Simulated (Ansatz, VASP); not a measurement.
## Ni: VASP beside Ansatz

INCAR

```
  ALGO = Fast
  EDIFF = 1E-6
  ENCUT = 520
  GGA = PE
  ISIF = 2
  ISMEAR = 0
  ISPIN = 2
  LASPH = T
  LCHARG = F
  LMAXMIX = 4
  LORBIT = 11
  LREAL = F
  LWAVE = F
  MAGMOM = 1
  NBANDS = 15
  NELM = 150
  PREC = Accurate
  SIGMA = 0.02
```

The input KPOINTS:

```
k-points
0
Gamma
  13 13 13
```

File POSCAR:

```
Ni
1.0
    0.0000000000      1.7375729330      1.7375729330
    1.7375729330      0.0000000000      1.7375729330
    1.7375729330      1.7375729330      0.0000000000
Ni
1
Direct
    0.0000000000      0.0000000000      0.0000000000
```

input.yaml

```yaml
crystal:
  lattice:
    - [0.0, 1.737572933, 1.737572933]
    - [1.737572933, 0.0, 1.737572933]
    - [1.737572933, 1.737572933, 0.0]
  atoms:
    - { symbol: Ni, position: [0.0, 0.0, 0.0], spin: 1.0 }
kpoints:
  mp_grid: { grid: [13, 13, 13] }
scf:
  occupations: { method: gaussian, width: 0.02 }
hamiltonian:
  xc: pbe
  pseudopotentials: { kind: all_electron, lapw: { basis_error: 0.001 } }
magnetization:
  spin_polarized: true
output:
  forces: true
  stress: true
  eigenvalues: true
```

Alike in both runs: task single point; functional PBE; k mesh 13 × 13 × 13; occupations gaussian, width 0.02 eV; collinear spin.

```csv
,VASP,Ansatz
version,VASP 6.6.1,Ansatz 0.2.0
potentials or method,"VASP PAW PBE potentials, release 64 (Ni)","all-electron LAPW, scalar-relativistic"
plane-wave cutoff (eV),520,see its input
```

Ansatz gave:

```
gap on the k mesh at the Fermi level (eV)                     : none
pressure (GPa)                                                : 8.0
net moment per atom (μB)                                      : 0.64
size of the moment on the site where the two differ most (μB) : 0.66
```

Estimate VASP's values.

gap on the k mesh at the Fermi level (eV): none; pressure (GPa): 7.5; net moment per atom (μB): 0.62; size of the moment on the site where the two differ most (μB): 0.63.

Site moments also hang on the region over which each program counts them. A gap of «none» marks a metal or a gap that the smearing closes. Ansatz ran all-electron here, so the differences hold the error of VASP's frozen core and of both bases.
